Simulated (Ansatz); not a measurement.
**Ga, diamond: how the functional moves the structure**

All rows: Ansatz, plane waves with scalar-relativistic PAW, 420 eV (500 eV for the SCAN forms), relaxed under each functional, no dispersion correction, no zero-point motion. B₀ comes from uniform scaling at fixed shape; a dash is a value not given.

```csv
functional,V (Å³/atom),cell,B₀ (GPa),magnetic state,ΔE to alpha-Ga (Cmce) (meV/atom)
PBE,25.43,a = 5.881 Å,35,spin not included,281
r²SCAN,24.10,a = 5.777 Å,45,spin not included,316
PBEsol,23.86,a = 5.757 Å,44,spin not included,338
LDA,22.88,a = 5.678 Å,49,spin not included,334
revPBE,26.28,a = 5.947 Å,32,spin not included,265
RPBE,26.62,a = 5.972 Å,30,spin not included,259
BLYP,27.61,a = 6.045 Å,26,spin not included,128
```

LDA gives the smallest volume and BLYP the largest.
